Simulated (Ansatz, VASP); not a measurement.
**One calculation of GaAs, two programs**

```
Ga As
1.0
     0.00000    2.84367    2.84367
     2.84367    0.00000    2.84367
     2.84367    2.84367    0.00000
Ga As
1 1
Direct
  0.00000 0.00000 0.00000
  0.25000 0.25000 0.25000
```

Alike in both runs: task single point; functional PBE; k mesh 12 × 12 × 12; occupations gaussian, width 0.02 eV; no spin polarisation.

|  | VASP | Ansatz |
| --- | --- | --- |
| version | VASP 6.6.1 | Ansatz 0.2.0 |
| potentials or method | VASP PAW PBE potentials, release 64 (Ga_d, As) | scalar-relativistic, plane waves, PAW |
| plane-wave cutoff (eV) | 520 | 420 |
| valence electrons in the cell | 18 | 28 |

|  | VASP | Ansatz | Ansatz less VASP |
| --- | --- | --- | --- |
| gap on the k mesh at the Fermi level (eV) | 0.39 | 0.38 | -0.004 |
| least direct gap on the mesh (eV) | 0.39 | 0.38 | -0.004 |
| pressure (GPa) | 2.2 | 2.0 | -0.17 |

The functional is the same, so the differences come from potentials, cutoffs and numerics. The two sets of potentials don't hold the same shells in valence.
